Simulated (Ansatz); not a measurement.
## Pd under changes of volume

One of the cells (15.531 Å³/atom); the others are scaled copies at fixed shape and fractional positions:

```
CELL_PARAMETERS angstrom
2.78367 0.00000 0.00000
-1.39183 2.41072 0.00000
0.00000 0.00000 4.62889
ATOMIC_POSITIONS crystal
Pd 0.33333 0.66667 0.25000
Pd 0.66667 0.33333 0.75000
```

This isn't the form of Pd at room conditions, which is fcc.

```yaml
Program: Ansatz 0.2.0
Functional: HSE06
Potentials_or_basis: Ansatz PAW
Cutoff: "420 eV (not typed: the program's choice for these potentials)"
k_mesh: 6 × 6 × 4
Occupations: fermi-dirac, width 0.05 eV
Spin: no spin polarisation
```

| volume (Å³/atom) | energy over the lowest point (meV/atom) | pressure (GPa) |
| --- | --- | --- |
| 14.600 | 2.57 | 3.5 |
| 14.910 | 0.00 | -0.5 |
| 15.221 | 4.50 | -3.9 |
| 15.531 | 15.30 | -6.9 |
| 15.842 | ? | ? |
| 16.153 | 52.36 | -11.7 |
| 16.463 | 77.27 | -13.7 |

Task: What does the run at 15.842 Å³/atom give?

Result: Energy over the lowest point 31.56 meV/atom; pressure -9.5 GPa.

Worked out: A Birch-Murnaghan fit of order 3 (a polynomial in V^(-2/3)) to the other rows has its minimum at 14.86 Å³/atom with B0 = V·E''(V) = 180 GPa and B' = 5.6 at fixed shape and positions, which overstates the stiffness. It gives 31.47 meV/atom at 15.842 Å³/atom, against the run's 31.56, and -dE/dV = -9.6 GPa, against -9.5.

Energies are extrapolated to zero smearing.

Caveats: all runs use coarse meshes; the PAW data sets come from PBE, with cores solved anew for the run's functional, which leaves a small shift of forces and pressure; the thresholds are loose for stress.
